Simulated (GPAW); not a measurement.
AlNi:

```
Ni Al
1.0
     2.88100    0.00000    0.00000
     0.00000    2.88100    0.00000
     0.00000    0.00000    2.88100
Ni Al
1 1
Cartesian
  1.4405 1.4405 1.4405
  0.0000 0.0000 0.0000
```

Base run:

```yaml
Program: GPAW 26.7.0
Functional: PBEsol
Potentials_or_basis: PAW data sets generated in the run's folder for this functional
Cutoff: 600 eV
Basis: pw
k_mesh: 9 × 9 × 9
Occupations: fermi-dirac, width 0.05 eV
Spin: collinear spin, ferromagnetic start
Starting_moments: "[1.0, 0.0] μB"
Hubbard_terms: Ni d U = 1 eV
```

Its results: pressure -3.0 GPa; net moment 0.00 μB per cell.

After a change of settings the same cell gave: pressure -3.7 GPa; net moment 0.00 μB per cell. Which change was it?
A. hubbard terms from Ni d U = 1 eV to Ni d U = 6 eV
B. hubbard terms from Ni d U = 1 eV to Ni d U = 2 eV
C. hubbard terms from Ni d U = 1 eV to none

B.

Caveats: the stock nickel data set gives pressures a few GPa off other programs; the U is typed as a test and isn't derived for this compound.
